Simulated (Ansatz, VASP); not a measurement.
**Cross-check of Zr2Ni between VASP and Ansatz**

Aim: how closely do two programs agree when they are given the same cell, functional and k mesh? The structure shown comes from an earlier Ansatz run, which isn't shown and may have moved the atoms alone.

Calculated with Ansatz 0.2.0; plane waves, with VASP 6.6.1 beside it; elastic constants at PBEsol.

**1. The structure**

Symmetry: I4/mcm, No. 140, tetragonal system. Conventional cell: a = 6.417 Å, b = 6.417 Å, c = 5.151 Å, α = 90.00°, β = 90.00°, γ = 90.00°. Nearest to Zr lie 4 Ni at 2.73 Å and 3 Zr at 2.96 to 3.02 Å. Nearest to Ni lie 2 Ni at 2.58 Å and 8 Zr at 2.73 Å. Farther neighbours are not listed.

**2. Ansatz: elastic constants, PBEsol**

Ansatz runs on its default PAW (the set named soft_2) files.

Elastic constants are differences of stresses under small strains, so they test the stress and the mesh.

input.yaml

```yaml
crystal:
  lattice:
    - [-3.2086936664, 3.2086936664, 2.5754668543]
    - [3.2086936664, -3.2086936664, 2.5754668543]
    - [3.2086936664, 3.2086936664, -2.5754668543]
  atoms:
    - { symbol: Zr, position: [0.6629555649, 0.1629555649, 0.8259111298] }
    - { symbol: Zr, position: [0.1629555649, 0.3370444351, 0.5] }
    - { symbol: Zr, position: [0.3370444351, 0.8370444351, 0.1740888702] }
    - { symbol: Zr, position: [0.8370444351, 0.6629555649, 0.5] }
    - { symbol: Ni, position: [0.25, 0.25, 0.0] }
    - { symbol: Ni, position: [0.75, 0.75, 0.0] }
kpoints:
  mp_grid: { grid: [6, 6, 6] }
hamiltonian:
  xc: pbesol
scf:
  occupations: { method: methfessel_paxton, width: 0.25 }
output:
  forces: true
  stress: true
  eigenvalues: true
elastic:
  mode: relaxed_ion
  stencil: two_point
  amplitude: 0.01
```

The run is started by

```sh
> ansatz run input.yaml --threads 4 --pin off --max-ram 16384MiB --backend cpu --events-out ev --progress --plain --runs-dir out
```

Numbers of over 12 decimals in the logs are rounded to 6 here.

Log:

```text
Engine: ansatz 0.2.0, aarch64-unknown-linux-gnu
Pseudopotentials: kind: paw
Pseudopotential: Zr, paw, valence charge 12, recommended cutoff 420 eV (normal), Zr.paw.azcp
Pseudopotential: Ni, paw, valence charge 18, recommended cutoff 420 eV (normal), Ni.paw.azcp
Functional definition: PBEsol
  exchange = pbesol_x
  correlation = pbesol_c
Crystal: 6 atoms, lattice volume = 106.065 Å³
Basis set: ecut = 420 eV, 2105 PW (Γ), exchange–correlation on 72×72×72 points (8 copies of the dense FFT grid, shifted against one another)
Bands: 51, of which v1, the nominal top of the filled ones, is band 42 counted from 1 (41 counted from 0)
Symmetry: 16 space group operations
Space group: I4/mcm (ITA 140), of the structure as read, at distance tolerance 4.7e-5 Å
k-points: 30 of 216
Non-local potential: Zr, projectors of the file, l = 0: 3, l = 1: 2, l = 2: 2, l = 3: 2
Non-local potential: Ni, projectors of the file, l = 0: 3, l = 1: 2, l = 2: 3, l = 3: 1
PAW form: soft (Blöchl's): semilocal exchange-correlation on the pseudo side does not see the compensation charge
PAW frozen core: Zr, regenerated for the run's functional, and the local potential with it (the file was generated under x = pbe(κ = 0.804, μ = 0.219515), c = pbe(β = 0.066725))
PAW frozen core: Ni, regenerated for the run's functional, and the local potential with it (the file was generated under x = pbe(κ = 0.804, μ = 0.219515), c = pbe(β = 0.066725))
PAW one-centre angular grid: Zr, 590 points (default); XC on 64 Gauss nodes
PAW one-centre angular grid: Ni, 590 points (default); XC on 64 Gauss nodes
Initial density: superposition of atomic densities (neutral atoms: chi_scale 0, normalization atom), corrected by the library's trained network
Initial wavefunctions: pseudopotential atomic-orbital guess
Functional: x = pbesol(κ = 0.804, μ = 0.123457), c = pbesol(β = 0.046)
SCF iter   1: F=—  HF=-28126.607262 eV  |F-HF|=—  |Δ(HF+E_count)|=         —  Δρ=1.80e-2  dr2=2.88e-1  ethr=1.77e-3  ⟨swp⟩=4.5  Hψ=4715  notcnv=0
preconditioner: auto → Kerker (q_TF=auto, 2.624 Å⁻¹)  [metal: Δε(μ)=0.020 eV  Ē_g=13.428 eV  σ=0.250 eV  W_gap=0.07  n_scr=34 (ndim 8)  ℏωp=27.9 eV  f_vac=0.000  D(μ)=5.96/eV (n_scr^D=70)]
SCF iter   2: F=—  HF=-28126.590974 eV  |F-HF|=—  |Δ(HF+E_count)|=   1.63e-2  S|Δr|=    0.00e0  Δρ=5.93e-3  dr2=4.08e-2  ethr=3.43e-4  ⟨swp⟩=1.0  Hψ=1770  notcnv=0
SCF iter   3: F=—  HF=-28126.588519 eV  |F-HF|=—  |Δ(HF+E_count)|=   2.45e-3  S|Δr|=    0.00e0  Δρ=1.61e-3  dr2=4.62e-3  ethr=4.86e-5  ⟨swp⟩=1.0  Hψ=1505  notcnv=0
SCF iter   4: F=—  HF=-28126.588068 eV  |F-HF|=—  |Δ(HF+E_count)|=   4.52e-4  S|Δr|=    0.00e0  Δρ=2.00e-4  dr2=6.19e-5  ethr=5.50e-6  ⟨swp⟩=2.0  Hψ=1711  notcnv=0  defer=1
SCF iter   5: F=—  HF=-28126.588038 eV  |F-HF|=—  |Δ(HF+E_count)|=   2.94e-5  S|Δr|=    0.00e0  Δρ=3.94e-5  dr2=1.83e-6  ethr=7.37e-8  ⟨swp⟩=2.0  Hψ=2672  notcnv=0  defer=1
SCF iter   6: F=—  HF=-28126.588040 eV  |F-HF|=—  |Δ(HF+E_count)|=   1.54e-6  S|Δr|=    0.00e0  Δρ=2.54e-5  dr2=4.80e-7  ethr=2.18e-9  ⟨swp⟩=2.0  Hψ=2792  notcnv=0  defer=1
SCF iter   7: F=—  HF=-28126.588040 eV  |F-HF|=—  |Δ(HF+E_count)|=   4.64e-8  S|Δr|=    0.00e0  Δρ=4.60e-6  dr2=1.23e-8  ethr=5.71e-10  ⟨swp⟩=1.9  Hψ=1592  notcnv=0  defer=1
SCF iter   8: F=—  HF=-28126.588040 eV  |F-HF|=—  |Δ(HF+E_count)|=   2.47e-9  S|Δr|=    0.00e0  Δρ=2.02e-6  dr2=2.95e-9  ethr=1.47e-11  ⟨swp⟩=2.0  Hψ=2718  notcnv=0  defer=1
SCF iter   9: F=—  HF=-28126.588040 eV  |F-HF|=—  |Δ(HF+E_count)|=  3.27e-10  S|Δr|=    0.00e0  Δρ=3.09e-7  dr2=6.02e-11  ethr=3.51e-12  ⟨swp⟩=2.0  Hψ=1618  notcnv=0  defer=1
SCF iter  10: F=—  HF=-28126.588040 eV  |F-HF|=—  |Δ(HF+E_count)|=  7.28e-12  S|Δr|=    0.00e0  Δρ=4.67e-8  dr2=1.71e-12  ethr=7.17e-14 (applied; sched 1.00e-12)  ⟨swp⟩=2.4  Hψ=2345  notcnv=0  defer=25
SCF iter  11: F=-28126.588040 eV  HF=-28126.588040 eV  |F-HF|=0.00e0  |Δ(HF+E_count)|=    0.00e0  S|Δr|=    0.00e0  Δρ=5.89e-9  dr2=3.50e-14  ethr=1.00e-12  ⟨swp⟩=7.1  Hψ=5785  notcnv=0
SCF 1 converged in 11 iterations: F = -28126.588040 eV  dr2 = 3.50e-14
  greatest PAW one-centre occupation: 1.001 electrons in one spin orbital (limit 2), on the Ni atom at site 5 (counted from 0), in its partial waves of l = 1
relax step   1: F+E_penalty+E_count = -28126.58803967 eV  Δ(F+E_penalty+E_count) = +0.000e0 eV  max|allowed force component| = 2.229e-3 eV/Å  Δτ_max = 0.0000 Å  (11 SCF iters, accepted)
Initial density: handed on by an earlier stage of this run
Initial wavefunctions: pseudopotential atomic-orbital guess (no wavefunctions were taken with the density)
iter 1 solved again at ethr=3.75e-5 eV; its pass at ethr=3.10e-3 eV (dr2=3.15e-2 eV) is discarded
SCF iter   1: F=—  HF=-28126.594863 eV  |F-HF|=—  |Δ(HF+E_count)|=         —  Δρ=3.82e-3  dr2=2.89e-2  ethr=3.75e-5  ⟨swp⟩=2.0  Hψ=6797  notcnv=0
[...]
SCF iter   5: F=—  HF=-28126.587607 eV  |F-HF|=—  |Δ(HF+E_count)|=  1.46e-11  S|Δr|=    0.00e0  Δρ=3.66e-8  dr2=2.05e-12  ethr=1.25e-14 (applied; sched 1.00e-12)  ⟨swp⟩=2.0  Hψ=3374  notcnv=0  defer=28
SCF iter   6: F=-28126.587607 eV  HF=-28126.587607 eV  |F-HF|=7.28e-12  |Δ(HF+E_count)|=  7.28e-12  S|Δr|=    0.00e0  Δρ=7.96e-9  dr2=5.85e-14  ethr=1.00e-12  ⟨swp⟩=3.0  Hψ=8739  notcnv=0
[...]
SCF 38 converged in 4 iterations: F = -28126.587607 eV  dr2 = 4.26e-14
SCF converged after 10 iterations
Stability not checked: this state was not tested for a lower state beside it, because cold or Methfessel-Paxton smearing, or corrected tetrahedra, fill the levels in a way that the test cannot read (fill_not_monotonic; see scf.lower_state_search)
Free energy (F): -28126.588041 eV
Harris-Foulkes:  -28126.588041 eV  (|F-HF|=0.00e0)
Internal energy: -28126.596289 eV  (E = F + TS)
E sigma→0 (E₀):  -28126.590103 eV
Entropy (-TS):   0.008248 eV (1.375 meV/atom)
Fermi energy:    15.858403 eV
--- Per-component energies (eV) ---
  E_band       = -939.305493
  E_kinetic    = 1907.432534
  E_local      = -11463.455314  (includes V_loc(G=0)·N_el)
  E_nonlocal   = 1596.149882
  E_hartree    = 4688.168735
  E_xc         = -814.640658
  E_vxc        = -985.158594  (∫ρ·V_xc dr)
  E_paw        = -14788.540386  (= ΣΔE_a)
  E_vpaw       = -1370.612508  (= ΣTr[D̂ρ^β])
  E_aug_tail   = 0.001039  (compensation charges beyond the density's cutoff)
  E_ewald      = -9252.769580
  E_core_change = 1.057459  (= ΣΔE_core)
  E_smearing   = 0.008248  (= −TS)
  E_closure    = 0.000000  (closes the sum)
  Σ components = -28126.588041   (vs F -28126.588041, Δ=0.00e0)
--- Forces (eV/Å), atoms counted from 1 ---
  atom   1  Zr    -0.00000202    -0.00000202    -0.00000000
  atom   2  Zr     0.00000202    -0.00000202     0.00000000
  atom   3  Zr     0.00000202     0.00000202     0.00000000
  atom   4  Zr    -0.00000202     0.00000202    -0.00000000
  atom   5  Ni     0.00000000     0.00000000    -0.00000000
  atom   6  Ni    -0.00000000     0.00000000     0.00000000
  max |Σ_I F_I| component: 6.94e-18 eV/Å
--- Stress (GPa, compression-positive) ---
        0.007780      -0.000000      -0.000000
       -0.000000       0.007780      -0.000000
       -0.000000       0.000000      -0.016595
  P = ⅓ Tr σ = -0.0003 GPa (-0.003 kbar)
--- Band table (eV; the first three rows and the last of 30) ---
  k-point 0: bands = [... 38 lower, 15.0028, 15.6766, 15.6766, 15.9015, 15.9640, 16.2424, 16.2424, 16.4765, ... 5 higher]
  k-point 1: bands = [... 38 lower, 15.0414, 15.4887, 15.6360, 15.7885, 15.9299, 16.2494, 16.2966, 16.5129, ... 5 higher]
  k-point 2: bands = [... 38 lower, 15.0608, 15.3307, 15.3694, 15.4837, 16.2278, 16.2516, 16.4204, 16.4540, ... 5 higher]
  k-point 29: bands = [... 38 lower, 15.1643, 15.1808, 15.1808, 15.6060, 15.8085, 16.7535, 17.1875, 17.1997, ... 5 higher]
--- Elastic constants: 4 strain directions × 2 members + reference (group order 16) ---
  dense FFT box of the reference and of every strained cell: 36×36×36
  strains applied: 11, 33, 23, 12; error gains: componentwise 1.00 (the most a stress slope's error grows in a printed constant), spectral 1.41 (1 for all six strains in a standard setting)
  reference relaxed by the batch: 3 steps; max|allowed force component| 2.23e-3 eV/Å at the deck's positions, 2.02e-6 at the last accepted step, 2.02e-6 by the solve of record
  largest displacement 2.9e-4 Å; the constants are those of the deck's cell at these positions:
  atoms:
    - { symbol: Zr, position: [0.662987, 0.162987, 0.825975] }
    - { symbol: Zr, position: [0.162987, 0.337013, 0.500000] }
    - { symbol: Zr, position: [0.337013, 0.837013, 0.174025] }
    - { symbol: Zr, position: [0.837013, 0.662987, 0.500000] }
    - { symbol: Ni, position: [0.25, 0.25, 0] }
    - { symbol: Ni, position: [0.75, 0.75, 0] }
  C = ∂σ_k/∂η_j (tension-positive GPa; Voigt order 11 22 33 23 13 12):
       179.104    127.796     96.818     -0.000     -0.000     -0.000
       127.796    179.104     96.818      0.000     -0.000     -0.000
        96.816     96.816    170.718      0.000     -0.000     -0.000
         0.000      0.000     -0.000     31.630     -0.000      0.000
         0.000     -0.000     -0.000     -0.000     31.630      0.000
        -0.000     -0.000     -0.000      0.000      0.000     13.298
  reference stress σ⁰ (GPa):     -0.008     -0.008      0.017      0.000      0.000      0.000
  C* (energy form; C + prestress term) asymmetry max|C*_kj − C*_jk| = 2.217e-2 GPa — a small one proves nothing (zero by symmetry where the batch's group is 432, −43m or m−3m); a large one is finite-difference/SCF noise where every solve meets its electron count
  moduli (Voigt/Reuss/Hill, GPa): K = 130.20/128.88/129.54   G = 29.14/24.92/27.03   E = 75.82   ν = 0.402
  mechanically stable: yes (min eigenvalue of sym C = 13.30 GPa)
  strain η (Voigt 11):  stress-route row diagonal C_11 = 179.10 GPa, energy-path curvature d²(F+E_count+ΔE)/dδ²/Ω₀ = 179.04 GPa
         δ    σ_11 (GPa)             F (eV)   n_scf  n_hpsi   n_pw
    -1.000e-2      -1.8569      -28126.5819337       4   30555   2073   relax 4 steps, max|allowed force component| 3.87e-8 eV/Å
     1.000e-2       1.7252      -28126.5822854       5   28557   2109   relax 3 steps, max|allowed force component| 4.98e-6 eV/Å
  strain η (Voigt 33):  stress-route row diagonal C_33 = 170.72 GPa, energy-path curvature d²(F+E_count+ΔE)/dδ²/Ω₀ = 170.62 GPa
         δ    σ_33 (GPa)             F (eV)   n_scf  n_hpsi   n_pw
    -1.000e-2      -1.7402      -28126.5823907       4   19969   2068   relax 3 steps, max|allowed force component| 3.22e-6 eV/Å
     1.000e-2       1.6741      -28126.5823944       4   20164   2113   relax 3 steps, max|allowed force component| 6.49e-6 eV/Å
  strain η (Voigt 23):  stress-route row diagonal C_44 = 31.63 GPa, energy-path curvature d²(F+E_count+ΔE)/dδ²/Ω₀ = 31.65 GPa
         δ    σ_23 (GPa)             F (eV)   n_scf  n_hpsi   n_pw
    -1.000e-2      -0.3163      -28126.5869934       4   45938   2091   relax 4 steps, max|allowed force component| 7.54e-6 eV/Å
     1.000e-2       0.3163      -28126.5869934       4   45958   2091   relax 3 steps, max|allowed force component| 1.33e-6 eV/Å
  strain η (Voigt 12):  stress-route row diagonal C_66 = 13.30 GPa, energy-path curvature d²(F+E_count+ΔE)/dδ²/Ω₀ = 13.29 GPa
         δ    σ_12 (GPa)             F (eV)   n_scf  n_hpsi   n_pw
    -1.000e-2      -0.1330      -28126.5876072       4   30901   2086   relax 3 steps, max|allowed force component| 2.02e-6 eV/Å
     1.000e-2       0.1330      -28126.5876072       4   30984   2086   relax 3 steps, max|allowed force component| 4.20e-7 eV/Å
```

[end of part 1 of 2]

[Lines on the potential files, build, host, timing and source positions are cut from VASP's logs without a mark.]

[Logs are printed without paths, hosts, clocks, repeated set-up lines and the standing remarks that a program may print on its own settings, such as how far it seeks lower states.]

[Hosts, paths, dates, database ids (printed as entryN), source tags and the programs' standing remarks are cut or masked in the printed files.]
